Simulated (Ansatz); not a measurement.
## AlGa3N4: strain energy, fitted

AlGa3N4, P-43m, a = 4.465 Å. The structure is a Materials Project entry; whether it is the stable form wasn't checked. Ansatz: r2SCAN, PAW, 500 eV, Γ-centred 6×6×6 mesh on 8 atoms, Gaussian smearing 0.02 eV; no spin polarisation. Series: biaxial strain in the a-b plane, c and atoms relaxed; x is the strain in per cent. y is the free energy over the unstrained cell, V0 = 11.129 Å³/atom.

| x (%) | y (meV/atom) |
| --- | --- |
| -3.0 | 18.89 |
| -1.5 | ? |
| 0.0 | 0.00 |
| 1.5 | 4.21 |
| 3.0 | 16.20 |

Question: Fit y = c2 x² + c3 x³ to the other rows, turn c2 into a modulus, and predict the missing energy.

Answer: Least squares on the rows shown. y = 1.9493 x² − 0.049833 x³. In eV per unit strain² c2 is 19.49; M is the biaxial modulus (E = M V0 ε²): 19.49 × 160.2 / (11.129) = 281 GPa. At x = -1.5 the fit asked for gives 4.55 meV/atom. The run gave 4.55 meV/atom, the same to the digits shown.